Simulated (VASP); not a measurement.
A VASP 6.6.1 single-point calculation on BeTe

INCAR

```
NSW = 0
NBANDS = 11
LWAVE = .FALSE.
ISIF = 2
PREC = Accurate
IBRION = -1
NELM = 120
ISMEAR = -1
LCHARG = .FALSE.
EDIFF = 1E-7
GGA = PE
SIGMA = 0.02
ALGO = VeryFast
LASPH = .FALSE.
LREAL = .FALSE.
ENCUT = 520
```

KPOINTS

```
KPOINTS created by Atomic Simulation Environment
0
Gamma
8 8 8
0 0 0
```

POSCAR

```
Be Te
 1.0000000000000000
     0.0000000000000000    2.7720511529000000    2.8705193947000001
     2.7720511529000000    0.0000000000000000    2.8705193947000001
     2.7720511529000000    2.7720511529000000    0.0000000000000000
 Be  Te
   1   1
Cartesian
  0.0000000000000000  0.0000000000000000  0.0000000000000000
  1.3860255764500000  1.3860255764500000  1.4352596973500000
```

The recommended PBE PAW datasets give the neutral cell 8 valence electrons.

Command

```
mpirun -np 1 vasp_std
```

OSZICAR

```
N       E                     dE             d eps       ncg     rms          rms(c)
RMM:   1     0.277738606845E+02    0.27774E+02   -0.15083E+03   649   0.414E+02
RMM:   2     0.960315490380E-02   -0.27764E+02   -0.24948E+02   649   0.848E+01
RMM:   3    -0.642626677295E+01   -0.64359E+01   -0.44644E+01   649   0.283E+01
RMM:   4    -0.756362660361E+01   -0.11374E+01   -0.71170E+00   649   0.153E+01
RMM:   5    -0.771388550896E+01   -0.15026E+00   -0.11423E+00   649   0.671E+00
RMM:   6    -0.774213803573E+01   -0.28253E-01   -0.23708E-01   649   0.361E+00
RMM:   7    -0.774857104251E+01   -0.64330E-02   -0.59923E-02   649   0.188E+00
RMM:   8    -0.775043622855E+01   -0.18652E-02   -0.17827E-02   649   0.107E+00
RMM:   9    -0.775101752833E+01   -0.58130E-03   -0.56511E-03  1725   0.585E-01
RMM:  10    -0.775133400140E+01   -0.31647E-03   -0.31218E-03  1696   0.338E-01
RMM:  11    -0.775136345599E+01   -0.29455E-04   -0.28093E-04  1730   0.128E-01
RMM:  12    -0.775137742338E+01   -0.13967E-04   -0.13942E-04  1748   0.694E-02    0.421E+00
RMM:  13    -0.763985694546E+01    0.11152E+00   -0.41882E-02  2219   0.107E+00    0.247E+00
RMM:  14    -0.760723396905E+01    0.32623E-01   -0.43594E-02  2188   0.108E+00    0.505E-01
RMM:  15    -0.760781163614E+01   -0.57767E-03   -0.38292E-03  1566   0.385E-01    0.887E-02
RMM:  16    -0.760806977103E+01   -0.25813E-03   -0.51567E-04  1558   0.156E-01    0.375E-02
RMM:  17    -0.760807851052E+01   -0.87395E-05   -0.11532E-04  1644   0.677E-02    0.270E-02
RMM:  18    -0.760808021383E+01   -0.17033E-05   -0.10764E-05  1714   0.230E-02    0.375E-02
RMM:  19    -0.760808010386E+01    0.10997E-06   -0.28858E-06  1582   0.133E-02    0.946E-03
RMM:  20    -0.760807971783E+01    0.38603E-06   -0.83201E-07  1636   0.651E-03    0.114E-02
RMM:  21    -0.760807967169E+01    0.46145E-07   -0.14593E-07  1538   0.296E-03
   1 F= -.76080797E+01 E0= -.76080797E+01  d E =-.327894E-12
```

From OUTCAR

```
k-points           NKPTS =     59   k-points in BZ     NKDIM =     59   number of bands    NBANDS=     11

   NELECT =       8.0000    total number of electrons

   dimension x,y,z NGX =    30 NGY =   30 NGZ =   30
   dimension x,y,z NGXF=    60 NGYF=   60 NGZF=   60

  energy-cutoff  :      520.00
  volume of cell :       44.12
      direct lattice vectors                 reciprocal lattice vectors
     0.000000000  2.772051153  2.870519395    -0.180371852  0.180371852  0.174184505
     2.772051153  0.000000000  2.870519395     0.180371852 -0.180371852  0.174184505
     2.772051153  2.772051153  0.000000000     0.180371852  0.180371852 -0.174184505

 k-points in reciprocal lattice and weights: KPOINTS created by Atomic Simulation Env
   0.00000000  0.00000000  0.00000000       0.002
   0.12500000  0.00000000  0.00000000       0.016
   0.25000000  0.00000000  0.00000000       0.016
   0.37500000  0.00000000  0.00000000       0.016
   0.50000000  0.00000000  0.00000000       0.008
   0.12500000  0.12500000  0.00000000       0.004
   0.25000000  0.12500000  0.00000000       0.016
   0.37500000  0.12500000  0.00000000       0.016
   ...

 E-fermi :   5.7662

 k-point     1 :       0.0000    0.0000    0.0000
  band No.  band energies     occupation
      1      -7.1430      2.00000
      2       5.0996      2.00000
      3       5.3028      2.00000
      4       5.3028      2.00000
      5       8.8160      0.00000
      6       8.8160      0.00000
      7       8.8902      0.00000
      8       9.1375      0.00000
      9      13.5746      0.00000
     10      16.0085      0.00000
     11      16.4850      0.00000

 k-point     2 :       0.1250    0.0000    0.0000
  band No.  band energies     occupation
      1      -6.9925      2.00000
      2       3.9017      2.00000
      3       4.9143      2.00000
      4       5.0795      2.00000
      5       8.7786      0.00000
      6       9.1688      0.00000
      7       9.2201      0.00000
      8      10.4119      0.00000
      9      13.9867      0.00000
     10      14.3061      0.00000
     11      18.4594      0.00000

 k-point     3 :       0.2500    0.0000    0.0000
  band No.  band energies     occupation
      1      -6.5766      2.00000
      2       1.8752      2.00000
      3       4.4318      2.00000
      4       4.6656      2.00000
      5       8.5501      0.00000
      6       9.7099      0.00000
      7       9.7504      0.00000
      8      12.3325      0.00000
      9      14.0702      0.00000
     10      14.3837      0.00000
     11      14.4589      0.00000

 k-point     4 :       0.3750    0.0000    0.0000
  band No.  band energies     occupation
      1      -6.0450      2.00000
      2       0.2666      2.00000
      3       4.0627      2.00000
      4       4.3498      2.00000
      5       8.3638      0.00000
      6       9.7990      0.00000
      7       9.9450      0.00000
      8      13.1084      0.00000
      9      14.9638      0.00000
     10      15.2917      0.00000
     11      15.5307      0.00000

 k-point     5 :       0.5000    0.0000    0.0000
  band No.  band energies     occupation
      1      -5.7660      2.00000
      2      -0.3827      2.00000
      3       3.9301      2.00000
      4       4.2371      2.00000
      5       8.2959      0.00000
      6       9.7600      0.00000
      7       9.9314      0.00000
      8      13.0616      0.00000
      9      16.1693      0.00000
     10      16.6648      0.00000
     11      18.0803      0.00000

 ...

  Total        0.7336664      0.7336664      0.1085022      0.0000000      0.0000000      0.0000000
  in kB       26.6450331     26.6450331      3.9405442      0.0000000      0.0000000      0.0000000
  external PRESSURE =      19.0768701 kB  Pullay stress =       0.0000000 kB

 POSITION                                       TOTAL-FORCE (eV/Angst)
 -----------------------------------------------------------------------------------
      0.00000      0.00000      0.00000         0.000000     -0.000000     -0.000000
      1.38603      1.38603      1.43526        -0.000000      0.000000      0.000000
 -----------------------------------------------------------------------------------
    total drift:                                0.000000      0.000000      0.000000

  FREE ENERGIE OF THE ION-ELECTRON SYSTEM (eV)
  ---------------------------------------------------
  free  energy   TOTEN  =        -7.6080796717 eV

  energy  without entropy=       -7.6080796717  energy(sigma->0) =       -7.60807967
```

It converged. Results: gap between bands v and c on the k mesh 1.80 eV; least direct gap on the k mesh 3.51 eV; pressure 1.9 GPa. Band v is the last that the valence electrons fill when counted band by band, and c is the next.

For comparison, a separate PBE run of the intended cell, on usual settings and not on those above, gives a gap of 1.80 eV on its mesh and a pressure of 1.9 GPa.

The run above took about 35 s on one core of a shared host (Intel Xeon Platinum 8488C) and held 0.18 GiB at most.
